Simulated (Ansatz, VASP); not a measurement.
# CdTe: VASP beside Ansatz

Aim: how closely do two programs agree when they are given the same cell, functional and k mesh? The cell is taken from a series of runs on this material, whose earlier steps may have relaxed, scaled, displaced or heated it; both programs get it as it stands.

Program: Ansatz 0.2.0. Level of theory: plane waves, with VASP 6.6.1 beside it; single point at PBEsol. Results are calculated unless marked as measured.

**1. The starting structure**

Symmetry: F-43m, No. 216, cubic system. Conventional cell: a = 6.491 Å, b = 6.491 Å, c = 6.491 Å, α = 90.00°, β = 90.00°, γ = 90.00°. Nearest to Cd lie 4 Te at 2.81 Å. Te has 4 Cd at 2.81 Å nearest. Farther neighbours and most contacts between anions are not listed.

As a file:

```xyz
2
Lattice="0.0000 3.2453 3.2453 3.2453 0.0000 3.2453 3.2453 3.2453 0.0000" Properties=species:S:1:pos:R:3 pbc="T T T"
Cd    0.0000    0.0000    0.0000
Te    1.6226    1.6226    1.6226
```

**2. VASP: single point, PBEsol**

With cell and atoms fixed, the geometry can't cause a difference; cores, projectors, grids and the points listed under the comparison can.

Lines of VASP's logs that name or quote its potential files are left out, and so is its time.

Contents of INCAR:

```
SYSTEM = CdTe
PREC = Accurate
ENCUT = 400
EDIFF = 1E-06
NELM = 120
ISMEAR = 0
SIGMA = 0.01
LREAL = .FALSE.
ALGO = Normal
GGA = PS
NBANDS = 15
LORBIT = 11
LWAVE = .FALSE.
LCHARG = .FALSE.
ISIF = 2
LASPH = .TRUE.
GGA_COMPAT = .FALSE.
EFERMI = MIDGAP
```

Contents of POSCAR:

```
CdTe
1.0
    0.0000000000      3.2452806598      3.2452806598
    3.2452806598      0.0000000000      3.2452806598
    3.2452806598      3.2452806598      0.0000000000
Cd Te
1 1
Direct
    0.0000000000      0.0000000000      0.0000000000
    0.2500000000      0.2500000000      0.2500000000
```

Contents of KPOINTS:

```
Automatic mesh
0
Gamma
6 6 6
0 0 0
```

Potentials, in the order of the species: Cd and Te (PBE family, release 64).

On the command line:

```bash
> mpirun -np 1 vasp_std
```

Numbers of over 12 decimals in the logs are rounded to 6 here.

The program printed:

```text
[banner, memory and clock lines left out]
running    1 mpi-ranks, on    1 nodes
 distrk:  each k-point on    1 cores,    1 groups
 distr:  one band on    1 cores,    1 groups

 POSCAR found type information on POSCAR CdTe
 POSCAR found :  2 types and       2 ions
|                                                                             |
|               ----> ADVICE to this user running VASP <----                  |
|                                                                             |
|     You enforced a specific xc type in the INCAR file but a different       |
|     [... a line on the potential file left out ...]
|     I HOPE YOU KNOW WHAT YOU ARE DOING!                                     |
|                                                                             |

 LDA part: xc-table for (Slater+PW92), standard interpolation
 POSCAR, INCAR and KPOINTS ok, starting setup
 FFT: planning ... GRIDC
 FFT: planning ... GRID_SOFT
 FFT: planning ... GRID
 WAVECAR not read
 entering main loop
       N       E                     dE             d eps       ncg     rms          rms(c)
DAV:   1     0.837725332116E+02    0.83773E+02   -0.73432E+03   488   0.843E+02
DAV:   2    -0.278641258913E+01   -0.86559E+02   -0.83138E+02   585   0.225E+02
DAV:   3    -0.571226826377E+01   -0.29259E+01   -0.29226E+01   564   0.434E+01
DAV:   4    -0.574041388229E+01   -0.28146E-01   -0.28144E-01   769   0.365E+00
DAV:   5    -0.574046958128E+01   -0.55699E-04   -0.55699E-04   557   0.148E-01    0.541E+00
DAV:   6    -0.550184871889E+01    0.23862E+00   -0.45747E-01   536   0.878E+00    0.454E+00
DAV:   7    -0.548346965461E+01    0.18379E-01   -0.10488E-01   550   0.221E+00    0.183E+00
DAV:   8    -0.548249649108E+01    0.97316E-03   -0.10018E-02   529   0.120E+00    0.510E-01
DAV:   9    -0.548246196119E+01    0.34530E-04   -0.76611E-04   571   0.301E-01    0.117E-01
DAV:  10    -0.548249296243E+01   -0.31001E-04   -0.10809E-04   578   0.100E-01    0.550E-02
DAV:  11    -0.548251766682E+01   -0.24704E-04   -0.46854E-05   544   0.407E-02    0.359E-02
DAV:  12    -0.548251574982E+01    0.19170E-05   -0.39570E-06   557   0.142E-02    0.189E-02
DAV:  13    -0.548251563778E+01    0.11204E-06   -0.42329E-07   359   0.363E-03
   1 F= -.54825156E+01 E0= -.54825156E+01  d E =0.000000E+00
```

Parts of OUTCAR (step 2):

```text
ion  position               nearest neighbor table
   1  0.000  0.000  0.000-   2 2.81   2 2.81   2 2.81   2 2.81
   2  0.250  0.250  0.250-   1 2.81   1 2.81   1 2.81   1 2.81

  LATTYP: Found a face centered cubic cell.
 ALAT       =     6.4905613196

 Subroutine GETGRP returns: Found 24 space group operations
 (whereof 24 operations were pure point group operations)

The static configuration has the point symmetry T_d .

 Found     16 irreducible k-points:

   k-points           NKPTS =     16   k-points in BZ     NKDIM =     16   number of bands    NBANDS=     15

   dimension x,y,z NGX =    30 NGY =   30 NGZ =   30
   dimension x,y,z NGXF=    60 NGYF=   60 NGZF=   60

   ENCUT  =  400.0 eV  29.40 Ry    5.42 a.u.   7.48  7.48  7.48*2*pi/ulx,y,z

   NELECT =      18.0000    total number of electrons

 k-points in reciprocal lattice and weights: Automatic mesh
   0.00000000  0.00000000  0.00000000       0.005
   0.16666667  0.00000000  0.00000000       0.037
   0.33333333  0.00000000  0.00000000       0.037
   0.50000000  0.00000000  0.00000000       0.019
   0.16666667  0.16666667  0.00000000       0.028
   0.33333333  0.16666667  0.00000000       0.111
   0.50000000  0.16666667  0.00000000       0.111
  -0.33333333  0.16666667  0.00000000       0.111
  -0.16666667  0.16666667  0.00000000       0.056
[...]
-0.33333333  0.33333333  0.16666667       0.111
  -0.33333333  0.50000000  0.16666667       0.056

 average (electrostatic) potential at core
       1 -38.9962       2 -91.2827

 E-fermi :   2.4979

 k-point     1 :       0.0000    0.0000    0.0000
  band No.  band energies     occupation
    ...
      5      -5.8057      2.00000
      6      -5.8057      2.00000
      7       2.1750      2.00000
      8       2.1750      2.00000
      9       2.1750      2.00000
     10       2.8208      0.00000
     11       6.7210      0.00000
     12       6.7210      0.00000
     13       6.7210      0.00000
     14       9.4653      0.00000
    ...

 k-point     2 :       0.1667    0.0000    0.0000
  band No.  band energies     occupation
    ...
      5      -5.8070      2.00000
      6      -5.8070      2.00000
      7       0.4046      2.00000
      8       1.9457      2.00000
      9       1.9457      2.00000
     10       3.9433      0.00000
     11       6.8153      0.00000
     12       7.0598      0.00000
     13       7.0598      0.00000
     14      10.4686      0.00000
    ...

 k-point     3 :       0.3333    0.0000    0.0000
  band No.  band energies     occupation
    ...
      5      -5.8027      2.00000
      6      -5.7110      2.00000
      7      -1.4343      2.00000
      8       1.5632      2.00000
      9       1.5632      2.00000
     10       4.0109      0.00000
     11       7.3418      0.00000
     12       7.3418      0.00000
     13       8.3234      0.00000
     14      10.0977      0.00000
    ...

  Total       -0.0613765     -0.0613765     -0.0613765      0.0000000     -0.0000000      0.0000000
  in kB       -1.4385532     -1.4385532     -1.4385532      0.0000000     -0.0000000      0.0000000
  external PRESSURE =      -1.4385532 kB  Pullay stress =       0.0000000 kB

  energy-cutoff  :      400.00
  volume of cell :       68.36
      direct lattice vectors                 reciprocal lattice vectors
     0.000000000  3.245280660  3.245280660    -0.154069879  0.154069879  0.154069879
     3.245280660  0.000000000  3.245280660     0.154069879 -0.154069879  0.154069879
     3.245280660  3.245280660  0.000000000     0.154069879  0.154069879 -0.154069879

 POSITION                                       TOTAL-FORCE (eV/Angst)
 -----------------------------------------------------------------------------------
      0.00000      0.00000      0.00000        -0.000000     -0.000000     -0.000000
      1.62264      1.62264      1.62264         0.000000      0.000000      0.000000
 -----------------------------------------------------------------------------------
    total drift:                                0.000000      0.000000      0.000000

  FREE ENERGIE OF THE ION-ELECTRON SYSTEM (eV)
  ---------------------------------------------------
  free  energy   TOTEN  =        -5.4825156378 eV

  energy  without entropy=       -5.4825156378  energy(sigma->0) =       -5.48251564

 total charge
# of ion       s       p       d       tot
------------------------------------------
    1        0.472   0.317   9.524  10.314
    2        1.352   2.046   0.021   3.419
--------------------------------------------------
tot          1.824   2.364   9.545  13.733

[... 3 further parts left out ...]
```

The run ends at a pressure of -0.14 GPa.

**3. Ansatz: single point, PBEsol**

Ansatz runs on its PAW soft_1 files.

The same cell, functional and mesh now go to Ansatz, which takes its cutoff from its data sets.

Contents of input.yaml:

```yaml
crystal:
  lattice:
    - [0.0, 3.2452806598, 3.2452806598]
    - [3.2452806598, 0.0, 3.2452806598]
    - [3.2452806598, 3.2452806598, 0.0]
  atoms:
    - { symbol: Cd, position: [0.0, 0.0, 0.0] }
    - { symbol: Te, position: [0.25, 0.25, 0.25] }
kpoints:
  mp_grid: { grid: [6, 6, 6] }
  band_path:
    path:
      - [[0.0, 0.0, 0.0], [0.5, 0.0, 0.5], [0.5, 0.25, 0.75], [0.375, 0.375, 0.75], [0.0, 0.0, 0.0], [0.5, 0.5, 0.5], [0.625, 0.25, 0.625], [0.5, 0.25, 0.75], [0.5, 0.5, 0.5], [0.375, 0.375, 0.75]]
      - [[0.625, 0.25, 0.625], [0.5, 0.0, 0.5]]
    npoints: 6
scf:
  occupations: { method: fixed }
  n_extra_bands: 6
hamiltonian:
  xc: pbesol
  pseudopotentials: { kind: paw, azcp: { folder: soft_1 }, xc_functional: pbe }
output:
  optics:
    e_range: [0, 14]
    de: 0.025
    sigma: 0.1
    nscf_kmesh: { grid: [10, 10, 10] }
    kdotp_interpolation: "on"
    bands: { spectra_wanted_up_to: 14 }
  write_bands: true
```

On the command line:

```bash
> ansatz run input.yaml --threads 4 --pin off --max-ram 8192MiB --backend cpu --events-out ev --progress --plain --runs-dir out
```

The program printed:

```text
scf.n_extra_bands = 6 over 18 filled bands (N_el = 36.0): the run solves 24 bands
Engine: ansatz 0.2.0, x86_64-unknown-linux-gnu
Pseudopotentials: kind: paw
Pseudopotential: Cd, paw, valence charge 20, recommended cutoff 420 eV (normal), soft_1/Cd.paw.azcp
Pseudopotential: Te, paw, valence charge 16, recommended cutoff 420 eV (normal), soft_1/Te.paw.azcp
Functional definition: PBEsol
  exchange = pbesol_x
  correlation = pbesol_c
Crystal: 2 atoms, lattice volume = 68.358 Å³
Basis set: ecut = 420 eV, 1363 PW (Γ)
Bands: 24, of which v1, the nominal top of the filled ones, is band 18 counted from 1 (17 counted from 0)
Symmetry: 24 space group operations
Space group: F-43m (ITA 216), of the structure as read, at distance tolerance 4.1e-5 Å
k-points: 16 of 216 (time reversal used)
Non-local potential: Cd, projectors of the file, l = 0: 3, l = 1: 2, l = 2: 2, l = 3: 1
Non-local potential: Te, projectors of the file, l = 0: 2, l = 1: 2, l = 2: 2, l = 3: 1
PAW form: soft (Blöchl's): semilocal exchange-correlation on the pseudo side does not see the compensation charge
PAW frozen core: Cd, regenerated for the run's functional, and the local potential with it (the file was generated under x = pbe(κ = 0.804, μ = 0.219515), c = pbe(β = 0.066725))
PAW frozen core: Te, regenerated for the run's functional, and the local potential with it (the file was generated under x = pbe(κ = 0.804, μ = 0.219515), c = pbe(β = 0.066725))
PAW one-centre angular grid: Cd, 590 points (default); XC on 64 Gauss nodes
PAW one-centre angular grid: Te, 590 points (default); XC on 64 Gauss nodes
Initial density: superposition of atomic densities (chi_scale 0.1, normalization cell, long waves kept (reshape's long-wave potential 0.00 eV rms))
Initial wavefunctions: pseudopotential atomic-orbital guess
Functional: x = pbesol(κ = 0.804, μ = 0.123457), c = pbesol(β = 0.046)
SCF iter   1: F=—  HF=-15086.530862 eV  |F-HF|=—  |Δ(HF+E_count)|=         —  Δρ=1.99e-2  dr2=1.93e-1  ethr=3.10e-3  ⟨swp⟩=4.6  Hψ=1480  notcnv=0  defer=63
preconditioner: auto → none  [insulator: Δε(μ)=0.571 eV  Ē_g=12.828 eV  n_scr=14 (ndim 8)  ℏωp=19.1 eV  f_vac=0.160  ε∞_Penn≈3.2]
SCF iter   2: F=—  HF=-15086.492855 eV  |F-HF|=—  |Δ(HF+E_count)|=   3.80e-2  Δρ=8.37e-3  dr2=4.08e-2  ethr=5.37e-4  ⟨swp⟩=2.9  Hψ=798  notcnv=0  defer=62
SCF iter   3: F=—  HF=-15086.492392 eV  |F-HF|=—  |Δ(HF+E_count)|=   4.63e-4  Δρ=4.01e-3  dr2=7.25e-3  ethr=1.13e-4  ⟨swp⟩=2.7  Hψ=540  notcnv=0  defer=61
SCF iter   4: F=—  HF=-15086.492070 eV  |F-HF|=—  |Δ(HF+E_count)|=   3.22e-4  Δρ=6.11e-4  dr2=1.18e-4  ethr=2.01e-5  ⟨swp⟩=2.4  Hψ=682  notcnv=0  defer=60
SCF iter   5: F=—  HF=-15086.492104 eV  |F-HF|=—  |Δ(HF+E_count)|=   3.40e-5  Δρ=1.59e-4  dr2=9.38e-6  ethr=3.27e-7  ⟨swp⟩=2.0  Hψ=635  notcnv=0  defer=60
SCF iter   6: F=—  HF=-15086.492081 eV  |F-HF|=—  |Δ(HF+E_count)|=   2.31e-5  Δρ=3.32e-5  dr2=3.70e-7  ethr=2.61e-8  ⟨swp⟩=2.0  Hψ=590  notcnv=0  defer=58
SCF iter   7: F=—  HF=-15086.492085 eV  |F-HF|=—  |Δ(HF+E_count)|=   3.42e-6  Δρ=3.03e-6  dr2=6.18e-9  ethr=1.03e-9  ⟨swp⟩=2.6  Hψ=594  notcnv=0  defer=54
SCF iter   8: F=—  HF=-15086.492085 eV  |F-HF|=—  |Δ(HF+E_count)|=   6.68e-9  Δρ=3.38e-7  dr2=7.48e-11  ethr=1.72e-11  ⟨swp⟩=2.1  Hψ=519  notcnv=0  defer=54
SCF iter   9: F=-15086.492085 eV  HF=-15086.492085 eV  |F-HF|=1.82e-12  |Δ(HF+E_count)|=  1.95e-10  Δρ=4.70e-8  dr2=1.27e-12  ethr=1.00e-12  ⟨swp⟩=12.0  Hψ=2145  notcnv=0
SCF 1 converged in 9 iterations: F = -15086.492085 eV  dr2 = 1.27e-12
  greatest PAW one-centre occupation: 1.000 electrons in one spin orbital (limit 2), on the Cd atom at site 0 (counted from 0), in its partial waves of l = 0
NSCF: frozen V_eff on 62 k-points
NSCF: frozen V_eff on 47 k-points
[...]
output.optics: what the bands over the 40 summed would add to eps1, eps2 and the energy-loss function is held between a lower and an upper bound (8 Lanczos steps). eps1, eps2 and their loss function (loss_summed_bands) are given on every row as the summed bands alone make them. Along an axis, on a row where the two bounds hold the loss function to about 1 % of the greater of itself and 0.5 % of |1/eps|, its cell (loss_completed) is given, with the completed eps1 and eps2 that it is formed of (a cell that is left empty reads nan in the table and null in the record). The two bounds hold it so along every axis on all 561 rows up to 14.000 eV. [rest of the remark cut]
SCF converged after 9 iterations
Free energy (F): -15086.492085 eV
Harris-Foulkes:  -15086.492085 eV  (|F-HF|=1.82e-12)
Internal energy: -15086.492085 eV  (E = F + TS)
E sigma→0 (E₀):  -15086.492085 eV
Fermi energy:    7.252145 eV
--- Per-component energies (eV) ---
  E_band       = -795.655623
  E_kinetic    = 613.243608
  E_local      = -5822.655832  (includes V_loc(G=0)·N_el)
  E_nonlocal   = 191.866079
  E_hartree    = 2737.234894
  E_xc         = -276.571318
  E_vxc        = -297.076029  (∫ρ·V_xc dr)
  E_paw        = -8624.667949  (= ΣΔE_a)
  E_vpaw       = -955.503596  (= ΣTr[D̂ρ^β])
  E_aug_tail   = 0.000375  (compensation charges beyond the density's cutoff)
  E_ewald      = -3905.658714
  E_core_change = 0.716772  (= ΣΔE_core)
  E_smearing   = -0.000000  (= −TS)
  E_closure    = 0.000000  (closes the sum)
  Σ components = -15086.492085   (vs F -15086.492085, Δ=0.00e0)
--- Band table (eV; the first three rows and the last of 16) ---
  k-point 0: bands = [... 14 lower, -0.7230, 7.2521, 7.2521, 7.2521, 7.8953, 11.8192, 11.8192, 11.8192, ... 2 higher]
  k-point 1: bands = [... 14 lower, -0.7242, 5.4869, 7.0239, 7.0239, 9.0191, 11.8985, 12.1575, 12.1575, ... 2 higher]
  k-point 2: bands = [... 14 lower, -0.6284, 3.6522, 6.6427, 6.6427, 9.0924, 12.4415, 12.4415, 13.3894, ... 2 higher]
  k-point 15: bands = [... 14 lower, -0.1854, 3.0205, 5.0334, 5.1236, 10.9100, 10.9519, 13.8572, 14.1498, ... 2 higher]
```

**4. Differences**

Known differences besides the potentials themselves: fixed occupations in Ansatz, narrow Gaussian smearing in VASP; the data sets hold 36 valence electrons in Ansatz (on its PAW soft_1 files) and 18 in VASP; the cutoff is 420 eV in Ansatz and 400 eV in VASP; Ansatz makes its cores anew for this functional, VASP keeps those of its PBE data sets. Total energies have different zeros and are not compared.

Both answers:

| quantity | Ansatz | VASP | difference |
| --- | --- | --- | --- |
| gap on the k mesh (eV) | 0.643 | 0.646 | -0.003 |

A gap on the mesh is an upper bound, since the band edges may lie between its points.

**5. Outcome**

- difference in gap on the k mesh (single point, PBEsol): -0.0027 eV

What this shows: The difference in gap on the k mesh is -0.0027 eV (single point, PBEsol), within the 0.08 eV picked in this series as the mark of a large difference. The data sets hold unlike numbers of valence electrons (36 in Ansatz and 18 in VASP), so part of the differences comes from the potentials. How closely two codes agree says nothing of how well the functional describes the real material.

[Lines on the potential files, build, host, timing and source positions are cut from VASP's logs without a mark.]

[Logs are printed without paths, hosts, clocks, repeated set-up lines and the standing remarks that a program may print on its own settings, such as how far it seeks lower states.]

[Hosts, paths, dates, database ids (printed as entryN), source tags and the programs' standing remarks are cut or masked in the printed files.]
